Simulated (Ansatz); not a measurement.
**A decomposition energy, worked out: Be2Se**

All numbers below come from DFT PBE, scalar-relativistic, plane waves, PAW in Ansatz 0.2.0. Settings: cutoff 420 eV, Γ-centred meshes spaced at most about 0.3 Å⁻¹, and about 0.25 Å⁻¹ or finer for metals (2π included), Gaussian smearing. No spin polarisation.

Formation energies are uncorrected and refer to the elements' standard structures at the same level.

All energies are static (0 K, no zero-point motion). The reference form of Se is held partly by dispersion forces, which this level lacks.

A trial structure of Be2Se (reached from: a relaxed cell, shaken at random and relaxed again; relaxed: space group C2/m (No. 12), a = 9.704 Å, b = 3.567 Å, c = 5.911 Å, β = 118.6°) has a formation energy of -0.114 eV/atom. At its composition the lowest mixture among the elements and 1 reference phase computed alike (others may be missing) consists of these:

| phase | source | ΔE_f (eV/atom) |
| --- | --- | --- |
| Be (solid) | element | 0.000 |
| BeSe (F-43m) | COD | -0.797 |

Question: Write the balanced decomposition and find its energy per atom, per formula unit and per mole of formula units.

Answer: Balancing Be and Se gives Be2Se → Be + BeSe. The left side holds 3 atoms, and the products take 1/3 (Be) and 2/3 (BeSe) of them. The mixture therefore lies at 1/3 × (0.000) + 2/3 × (-0.797) = -0.531 eV/atom. The reaction energy is -0.531 − (-0.114) = -0.417 eV/atom. Times 3 atoms that is -1.251 eV per Be2Se, and times 96.485 it is -121 kJ per mole of Be2Se. Decomposition is downhill, so the trial structure is unstable against this mixture.
